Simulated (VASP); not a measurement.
Input of a VASP 6.6.1 run:

The input INCAR:

```
  ALGO = Normal
  EDIFF = 1E-6
  ENCUT = 520
  GGA = RP
  ISIF = 2
  ISMEAR = 0
  LASPH = True
  LCHARG = False
  LREAL = False
  LWAVE = False
  NBANDS = 15
  NELM = 100
  PREC = Accurate
  SIGMA = 0.05
```

KPOINTS

```
k-points
0
Gamma
  7 7 7
```

POSCAR

```
KBr
4.6669
    0.000000000000      0.707107501768      0.707107501768
    0.707107501768      0.000000000000      0.707107501768
    0.707107501768      0.707107501768      0.000000000000
Br K
1 1
Direct
    0.5000000000      0.5000000000      0.5000000000
    0.0000000000      0.0000000000      0.0000000000
```

Potentials or basis: VASP PAW PBE potentials, release 64 (Br, K_sv).

Launch:

```bash
$ cat potpaw_PBE.64/Br/POTCAR potpaw_PBE.64/K_sv/POTCAR > POTCAR
$ mpirun -np 1 vasp_std > vasp.out
```

(1) Predict the band gap on the k mesh.

(2) What does it give for the pressure?

Results:

(1) 4.77 eV, direct.

(2) 2.2 GPa.

Caveat: the PAW data sets were made with another functional, which shifts forces and pressure a little; an odd mesh through Γ misses points on the zone boundary, where band edges often lie.
